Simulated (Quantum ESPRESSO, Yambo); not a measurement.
# LiH (Fm-3m): G0W0 on several meshes in Yambo, part 2 of 2

Aim: the GW shift of LiH (Fm-3m) against the k mesh.

Quantum ESPRESSO 7.5 and Yambo 5.3.0; PBE and many-body steps on it, plane waves. Known limits of the many-body steps: not at the basis limit.

So far. Step 4 (8×8×8): The gap on the mesh goes from 3.02 eV to 4.97 eV, a correction of +1.95 eV. Step 5 (Empty states on the mesh, 6×6×6 mesh, 83 bands): On this mesh the gap is 3.022 eV.

The database entry behind the starting cell differs from later determinations by our own check (the deuteride, about 0.2 % short), so it need not match the best structure at ambient conditions.

**7. 6×6×6**

This step: G0W0 on PBE, plane waves, norm-conserving pseudopotentials.

File gw11.in:

```
HF_and_locXC
gw0
dyson
ppa
em1d
rim_cut
RandQpts= 1000000
RandGvec= 1 RL
EXXRLvcs= 66 Ry
VXCRLvcs= 264 Ry
Chimod= "HARTREE"
% BndsRnXp
 1 | 83 |
%
NGsBlkXp= 17 Ry
% LongDrXp
 1 | 1 | 1 |
%
% GbndRnge
 1 | 83 |
%
DysSolver= "n"
ExtendOut
PPAPntXp= 27.21138 eV
% QPkrange
 13 | 13 | 1 | 4 |
 1 | 1 | 1 | 4 |
%
```

On the command line:

```bash
OMP_NUM_THREADS=1 mpirun -n 4 yambo -F gw11.in -J gw11 -C gw11 > gw11.log
```

Output:

```text
 Yambo, version 5.3.0

 [02] CORE Variables Setup
 =========================

  [... cell, symmetries and grids as in the set-up ...]

  [02.05] Energies & Occupations
  ==============================

  [X] === General ===
  [X] Electronic Temperature                        :  0.000000  0.000000 [eV K]
  [X] Bosonic    Temperature                        :  0.000000  0.000000 [eV K]
  [X] Finite Temperature mode                       : no
  [X] El. density                                   :  0.23671E+24 [cm-3]
  [X] Fermi Level                                   :  0.392909 [eV]

  [X] === Gaps and Widths ===
  [X] Conduction Band Min                           :  3.022038 [eV]
  [X] Valence Band Max                              :  0.000000 [eV]
  [X] Filled Bands                                  :  2
  [X] Empty Bands                                   :    3   83
  [X] Direct Gap                                    :  3.022038 [eV]
  [X] Direct Gap localized at k                     :  13
  [X] Indirect Gap                                  :  3.022038 [eV]
  [X] Indirect Gap between kpts                     :  13  13
  [X] Last valence band width                       :  5.253734 [eV]
  [X] 1st conduction band width                     :  12.45368 [eV]

 [03] Transferred momenta grid and indexing
 ==========================================

 IBZ Q-points                                      :  16
 BZ  Q-points                                      :  216

 K/Q-points units:
 rlu = crystal or reduced units; cc = cartesian coordinates; iku = interal k-units

 Q [ 1]         [rlu]:  0.000000  0.000000  0.000000
 Q [ 2]         [rlu]:  0.47658E-17  0.47658E-17  0.16667
 Q [ 3]         [rlu]:  0.95316E-17  0.95316E-17  0.33333
[...]
QP @ state[ 2 ] K range:  13  13
 QP @ state[ 2 ] b range:   1   4

 [xc] Functional : Perdew, Burke & Ernzerhof(X)+Perdew, Burke & Ernzerhof(C)
 [xc] LIBXC used to calculate xc functional

 [xc] E_xc :  -2.052952 [Ha]
      E_xc :  -4.105904 [Ry]

  Local XC kind (lXC) : Perdew, Burke & Ernzerhof(X)+Perdew, Burke & Ernzerhof(C)
  Non-Local XC kind (nlXC) : Hartree-Fock

  Corrections @ K [1] :  [eV]
 <1|nlXC|1> = -39.70907 -0.87256E-17 <1|lXC|1> = -25.62555 -0.38066E-15
 <2|nlXC|2> = -15.60401  0.30497E-16 <2|lXC|2> = -9.916472 -0.37763E-15
 <3|nlXC|3> = -4.660276 -0.18977E-17 <3|lXC|3> = -11.71873 -0.54652E-19
[...]
Corrections @ K [13] :  [eV]
[...]
<3|nlXC|3> = -3.713935  0.13229E-18 <3|lXC|3> = -7.646439  0.11784E-16
 <4|nlXC|4> = -2.680937 -0.42736E-19 <4|lXC|4> = -8.234642  0.94410E-16

 [08] Dyson equation: Newton solver
 ==================================

  [08.01] G0W0 (W PPA)
  ====================

  [  GW  ] Bands range     :    1   83
  [GW/PPA] G damping       :  0.100000 [eV]

  QP @ state[ 1 ] K range:  1  1
  QP @ state[ 1 ] b range:   1   4
  QP @ state[ 2 ] K range:  13  13
  QP @ state[ 2 ] b range:   1   4

   Sc/G bands                                       :    1   83
   Sc/G damping                                     :  0.100000 ev
   Sc bands terminator                              : no
   Sx RL components                                 :  1067

   QP @ state[ 1 ] K range                          :  1  1
   QP @ state[ 1 ] b range                          :   1   4
   QP @ state[ 2 ] K range                          :  13  13
   QP @ state[ 2 ] b range                          :   1   4
   GF energies kind                                 : Perdew, Burke & Ernzerhof(X)+Perdew, Burke & Ernzerhof(C)
   GF WF`s kind                                     : Perdew, Burke & Ernzerhof(X)+Perdew, Burke & Ernzerhof(C)
   Xs energies kind                                 : Perdew, Burke & Ernzerhof(X)+Perdew, Burke & Ernzerhof(C)
   Xs WF`s kind                                     : Perdew, Burke & Ernzerhof(X)+Perdew, Burke & Ernzerhof(C)

 [11] Game Over & Game summary
```

It took 50 s on 4 MPI ranks of Arm Neoverse V1, shared host; peak memory 1.2 GiB.

Numbers from this step:

| Quantity | Value |
| --- | --- |
| G0W0 gap on the points computed | 4.964 eV |
| starting gap on the mesh | 3.022 eV |
| k of the valence top | 0, -0.5, -0.5 |
| k of the conduction bottom | 0, -0.5, -0.5 |
| least direct G0W0 gap on the computed points | 4.964 eV |
| Z at the valence top | 0.7807 |
| Z at the conduction bottom | 0.8185 |

Against G0W0 in Yambo (8×8×8 mesh, 83 bands, screening to 231.3 eV, Godby-Needs plasmon pole), the gap moves by −0.004 eV.

**8. Empty states on the mesh, 10×10×10 mesh, 83 bands**

This step: Quantum ESPRESSO 7.5; DFT, PBE, plane waves, norm-conserving pseudopotentials.

File pw.in:

```
&control
  calculation = 'nscf'
  prefix = 'x'
  outdir = 'o'
  pseudo_dir = 'pseudo'
/
&system
  ibrav = 0
  nat = 2
  ntyp = 2
  ecutwfc = 66.0
  nbnd = 83
  force_symmorphic = .true.
/
&electrons
  conv_thr = 1e-9
  electron_maxstep = 80
  diago_full_acc = .true.
  diago_thr_init = 5e-6
/
ATOMIC_SPECIES
  Li 6.94 Li.upf
  H 1.008 H.upf
CELL_PARAMETERS angstrom
  0.0000000000 2.0367500000 2.0367500000
  2.0367500000 -0.0000000000 2.0367500000
  2.0367500000 2.0367500000 -0.0000000000
ATOMIC_POSITIONS crystal
  Li 0.0000000000 0.0000000000 0.0000000000
  H 0.5000000000 0.5000000000 0.5000000000
K_POINTS automatic
  10 10 10 0 0 0
```

On the command line:

```bash
OMP_NUM_THREADS=1 mpirun -n 4 pw.x -nk 4 -in pw.in > pw.out
```

Output:

```text
[banner, memory and clock lines left out]
Program PWSCF v.7.5 starts

     Atomic positions and unit cell read from directory:
     o/x.save/

     Message from routine setup:
     using ibrav=0 with symmetry is DISCOURAGED, use correct ibrav instead

     G-vector sticks info

     bravais-lattice index     =            0
     lattice parameter (alat)  =       5.4432  a.u.
     unit-cell volume          =     114.0354 (a.u.)^3
     number of atoms/cell      =            2
     number of atomic types    =            2
     number of electrons       =         4.00
[...]
166.8952 166.8952 167.3885

          k = 0.0707 0.0707-0.0707 (  1007 PWs)   bands (ev):

[...]
164.3923 164.3923 164.9273

          k = 0.1414 0.1414-0.1414 (  1007 PWs)   bands (ev):

[...]
140.3817 141.8765 147.2695 147.2695 148.0873 149.5278 151.1664 151.1664
   152.4294 152.4294 154.3128 154.3128 155.1128 155.5480 158.5921 158.5921
   161.9605 161.9605 162.7957

          k = 0.2121 0.2121-0.2121 (  1023 PWs)   bands (ev):

     [... further k-points ...]

     highest occupied, lowest unoccupied level (ev):     0.3929    3.4149

     XML data file, pseudopotentials, collected wavefunctions
```

Wall time 7 s (4 MPI ranks); peak memory 0.2 GiB; 28 s of CPU time.

Numbers from this step:

| Property | Result |
| --- | --- |
| gap | 3.022 eV |
| k of the valence top | 0, -0.5, -0.5 |
| k of the conduction bottom | 0, -0.5, -0.5 |
| least direct gap | 3.022 eV |
| k points computed | 47 |
| lowest point of the top converged band, above the valence top | 152.2232 eV |

On this mesh the gap is 3.022 eV.

**9. Conversion and set-up**

This step: Yambo 5.3.0; conversion and set-up on PBE, plane waves, norm-conserving pseudopotentials.

On the command line:

```bash
(cd o/x.save; p2y > p2y.log; mv SAVE ../..); yambo > setup.log
```

Output:

```text
 Yambo, version 5.3.0

 [02] CORE Variables Setup
 =========================

  [02.01] Unit cells
  ==================

  Cell kind             :  FCC
  Atoms in the cell     :  Li  H
  number of Li atoms    :  1
  number of H  atoms    :  1

  List of atomic masses
  Mass of Li    :  6.940000
  Mass of H     :  1.008000

  List of atomic coordinates    : [cc]
  Li1       :  0.000000  0.000000  0.000000  order 1
  H1       :  3.848900  3.848900  3.848900  order 2

  Alat factors          :  3.848900  3.848900  3.848900 [a.u.]
  Direct lattice volume :  114.0354 [a.u.]
[...]
Q [ 1]         [rlu]:  0.000000  0.000000  0.000000
 Q [ 2]         [rlu]: -0.17543E-17 -0.17543E-17  0.10000
 Q [ 3]         [rlu]:  0.72447E-17 -0.20511E-16  0.20000
[...]
Q [ 8]         [rlu]: -0.19204E-18  0.10000      0.20000
 Q [ 9]         [rlu]: -0.18766E-16  0.10000      0.30000
 Q [10]         [rlu]:  0.10177E-16  0.10000      0.40000
     [... 35 further rows ...]
 Q [46]         [rlu]:  0.200000  0.400000 -0.300000
 Q [47]         [rlu]:  0.200000 -0.500000 -0.300000

  [03.01] X indexes
  =================

   [03.01.01] Sigma indexes
   ========================

 [06] Game Over & Game summary
```

It took 2.2 s on 1 MPI rank; peak memory 0.24 GiB.

**10. 10×10×10**

This step: G0W0 on PBE, plane waves, norm-conserving pseudopotentials.

gw12.in, as its differences from gw11.in of step 7:

```diff
@@ -25,3 +25,3 @@
 % QPkrange
- 13 | 13 | 1 | 4 |
+ 31 | 31 | 1 | 4 |
  1 | 1 | 1 | 4 |
```

On the command line:

```bash
OMP_NUM_THREADS=1 mpirun -n 4 yambo -F gw12.in -J gw12 -C gw12 > gw12.log
```

Output:

```text
 Yambo, version 5.3.0

 [02] CORE Variables Setup
 =========================

  [... cell, symmetries and grids as in the set-up ...]

  [02.05] Energies & Occupations
  ==============================

  [X] === General ===
  [X] Electronic Temperature                        :  0.000000  0.000000 [eV K]
  [X] Bosonic    Temperature                        :  0.000000  0.000000 [eV K]
  [X] Finite Temperature mode                       : no
  [X] El. density                                   :  0.23671E+24 [cm-3]
[...]
QP @ state[ 1 ] b range                          :   1   4
   QP @ state[ 2 ] K range                          :  31  31
   QP @ state[ 2 ] b range                          :   1   4
   GF energies kind                                 : Perdew, Burke & Ernzerhof(X)+Perdew, Burke & Ernzerhof(C)
   GF WF`s kind                                     : Perdew, Burke & Ernzerhof(X)+Perdew, Burke & Ernzerhof(C)
   Xs energies kind                                 : Perdew, Burke & Ernzerhof(X)+Perdew, Burke & Ernzerhof(C)
   Xs WF`s kind                                     : Perdew, Burke & Ernzerhof(X)+Perdew, Burke & Ernzerhof(C)

 [11] Game Over & Game summary
```

Run time: 5.8 min. Hardware: 4 MPI ranks; peak memory 1.4 GiB; 23 min of CPU time.

This step gave:

| Item | Value |
| --- | --- |
| G0W0 gap on the points computed | 4.972 eV |
| starting gap on the mesh | 3.022 eV |
| k of the valence top | 0, -0.5, -0.5 |
| k of the conduction bottom | 0, -0.5, -0.5 |
| least direct G0W0 gap on the computed points | 4.972 eV |

Against G0W0 in Yambo (8×8×8 mesh, 83 bands, screening to 231.3 eV, Godby-Needs plasmon pole), the gap moves by +0.004 eV.

**11. Side by side**

Times are wall times on 4 MPI ranks of Arm Neoverse V1, shared host, good to a factor of about two.

| run | mesh | bands | screening cutoff (eV) | DFT gap (eV) | gap on the mesh (eV) | direct (eV) | time |
| --- | --- | --- | --- | --- | --- | --- | --- |
| 8×8×8 | 8×8×8 | 83 | 231.3 | 3.022 | 4.968 | 4.968 | 2.3 min |
| 6×6×6 | 6×6×6 | 83 | 231.3 | 3.022 | 4.964 | 4.964 | 50 s |
| 10×10×10 | 10×10×10 | 83 | 231.3 | 3.022 | 4.972 | 4.972 | 5.8 min |

**12. Outcome**

```json
{
  "8×8×8": "4.968 eV",
  "6×6×6": "4.964 eV",
  "10×10×10": "4.972 eV",
  "known limits": "not at the basis limit"
}
```

6×6×6: −0.004 eV against 8×8×8. 10×10×10: +0.004 eV against 8×8×8. Bands and cutoff are finite, so the gap is not at the basis limit. The miss can reach some tenths of an eV and take either sign; the mesh is an error of its own. In the G0W0 runs levels were corrected at 2 k points alone, so a gap called «on the mesh» is the least over those, and an edge elsewhere would be missed.

[Paths, hosts, dates, memory and timing lines, banners, echoed tables and standing remarks are left out of the program output.]

[Logs are printed without paths, hosts, clocks, repeated set-up lines and the standing remarks that a program may print on its own settings, such as how far it seeks lower states.]

[Runs of the session that timed out or met a known fault of the program may be left out.]

[Hosts, paths, dates, database ids (printed as entryN), source tags and the programs' standing remarks are cut or masked in the printed files.]
